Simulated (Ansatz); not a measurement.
# C: the cost of one run

Program: Ansatz 0.2.0. Level of theory: DFT PBEsol, scalar-relativistic, plane waves, PAW. These are calculated values, not measurements.

5 further runs of the same task are left out: 2 that didn't finish, 3 set aside as unsound or not needed. Runs told in other sessions of the task aren't counted.

## Step 1: The structure to begin with

Symmetry: R-3m, No. 166, trigonal system. Conventional cell: a = 2.459 Å, b = 2.459 Å, c = 10.794 Å, α = 90.00°, β = 90.00°, γ = 120.00°. C (site symmetry 3m) has 3 C at 1.42 Å in its first shell of neighbours.

As a file:

```xyz
2
Lattice="1.2295 0.7098 3.5981 -1.2295 0.7098 3.5981 0.0000 -1.4197 3.5981" Properties=species:S:1:pos:R:3 pbc="T T T"
C     0.0000    0.0000    1.7988
C     0.0000    0.0000    8.9955
```

It is the result of an earlier relaxation at this level (volume 9.42 Å³/atom; gap on the mesh: 0.44 eV).

## Step 2: Cutting the slab

Miller indices refer to the conventional cell of the relaxed bulk, R-3m (No. 166): a = 2.459 Å, b = 2.459 Å, c = 10.794 Å, α = 90.00°, β = 90.00°, γ = 120.00°.

A (101) slab, 7.0 Å thick as cut, with 17 Å of vacuum; its outer planes are C (top) and C (bottom).

The slab as cut. Layers, bottom to top:

```csv
plane,atoms per cell,height over the lowest (Å)
1,C,0.00
2,C,0.70
3,C,2.09
4,C,2.79
5,C,4.18
6,C,4.87
7,C,6.27
8,C,6.96
```

## Step 3: Relaxing the clean slab

input.yaml

```yaml
crystal:
  lattice:
    - [2.4589102516, 0.0, 0.0]
    - [-1.2294551258, 3.667449709, 0.0]
    - [0.0, 0.0, 23.9639274759]
  atoms:
    - { symbol: C, position: [0.7967867866, 0.5935735732, 0.3546997882] }
    - { symbol: C, position: [0.315595284, 0.631190568, 0.3837555834] }
    - { symbol: C, position: [0.3529778219, 0.7059556438, 0.441881331] }
    - { symbol: C, position: [0.8717863193, 0.7435726386, 0.4709371262] }
    - { symbol: C, position: [0.9091688572, 0.8183377144, 0.5290628738] }
    - { symbol: C, position: [0.4279773546, 0.8559547092, 0.558118669] }
    - { symbol: C, position: [0.4653598925, 0.930719785, 0.6162444166] }
    - { symbol: C, position: [0.9841683899, 0.9683367798, 0.6453002118] }
basis:
  ecutwfc: 420
kpoints:
  mp_grid: { grid: [12, 8, 1] }
hamiltonian:
  xc: pbesol
scf:
  occupations: { method: gaussian, width: 0.05 }
output:
  forces: true
  eigenvalues: true
  write_density: true
  write_potential: true
  elf: true
  volumetric_format: npy
relax:
  adjacent_minimum: "off"
  f_tol: 0.03
  max_steps: 70
  constraints: [{ sites: [0, 1, 2, 3] }]
efield:
  axis: 3
  dipole_correction: true
  ramp_width: 0.04
```

Started as:

```sh
ansatz run input.yaml --threads 2 --pin off --max-ram 5120MiB --backend cpu --events-out ev --progress --plain --runs-dir out
```

What time and memory should one allow on 2 threads of Intel Xeon 6975P-C (Granite Rapids), shared host?

About 36 s, with a peak of 0.57 GiB.
